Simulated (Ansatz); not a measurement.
# Band topology of HgS with spin–orbit coupling (computed with Ansatz 0.2.0)

Space group F-43m (No. 216), 2 atoms in the cell of the first input below: a = 4.142 Å, b = 4.142 Å, c = 4.142 Å, α = 60.00°, β = 60.00°, γ = 60.00°.

The structure is a measured one, not always of the ambient phase, taken without relaxation (pressure 4.0 GPa with this functional, without spin–orbit coupling). Functional: PBE.

Input:

```yaml
crystal:
  lattice:
    - [0.0, 2.9289995691, 2.9289995691]
    - [2.9289995691, 0.0, 2.9289995691]
    - [2.9289995691, 2.9289995691, 0.0]
  atoms:
    - { symbol: Hg, position: [0.0, 0.0, 0.0] }
    - { symbol: S, position: [0.75, 0.75, 0.75] }
basis:
  ecutwfc: 420
  ecutrho_ratio: 4
kpoints:
  mp_grid: { grid: [6, 6, 6] }
hamiltonian:
  xc: pbe
scf:
  occupations: { method: gaussian, width: 0.05 }
output:
  forces: true
  stress: true
  eigenvalues: true
  populations: true
  topological_invariants: true
magnetization:
  noncollinear: true
  spin_orbit: true
```

```bash
ansatz run input.yaml --threads 4 --pin off --max-ram 9216MiB --backend cpu --events-out ev --progress --plain --runs-dir out
```

Time: 13 s on 4 threads of Intel(R) Xeon(R) 6975P-C (Granite Rapids) (shared host), peak memory 0.75 GiB.

Without spin–orbit coupling the gap on a 10×10×10 mesh is 0.00 eV (the bands touch or overlap there). With it, in a separate run (self-consistent on 8×8×8, bands on 16×16×16), a gap of 0.08 eV parts the filled from the empty bands (a gap on a mesh is an upper bound, as the edges may lie between its points, so gaps on unlike meshes don't measure the coupling's effect alone). The indices are those of the lowest 26 bands, and their direct separation from the next band is open. They come from Wilson loops on the time-reversal planes.

Q: The cell is scaled in volume by 0.96 and 1.05 with the atoms carried along. Do the indices change?

A: No.

```
volume ratio  pressure with spin–orbit coupling (GPa)  smallest direct separation sampled (eV)            at k  separation       Z2
        0.96                                      6.4                                    0.099  0.02 0.01 0.01        open  (1;000)
        1.00                                      3.4                                    0.091  0.01 0.02 0.01        open  (1;000)
        1.05                                      0.4                                    0.081  0.01 0.02 0.01        open  (1;000)
```

Caveats: semilocal functionals can invert narrow gaps falsely; the cell shown stands at 3.4 GPa, so it isn't this functional's equilibrium; the direct separation is only 0.081 eV at k = (0.01, 0.02, 0.01) and volume ratio 1.05, so the functional's gap error may put the bands on the wrong side of an inversion; without an inversion centre the bands may touch at Weyl points between the points sampled.

The strong index stays nontrivial at all three volumes, while the smallest sampled direct separation shrinks steadily as the cell expands. The vanishing weak indices fit a single band inversion at the zone centre, where the Hg 6s-like level probably lies below the S 3p-like states. In HgTe the same inversion leaves a half-filled fourfold level and hence a zero-gap semimetal unless strain splits it. A gap in the unstrained cubic cell therefore suggests that the spin–orbit order of the p-like levels is reversed, with the fourfold level filled and the twofold one empty. Sulfur's own spin–orbit coupling is weak, so admixed Hg 5d character, which contributes with the opposite sign, can outweigh it. Expansion weakens this p–d mixing, which would explain the narrowing separation. Within this band structure, the strong index implies an odd number of Dirac cones on a surface that preserves time-reversal symmetry, but it doesn't fix their energies or whether trivial surface states accompany them.
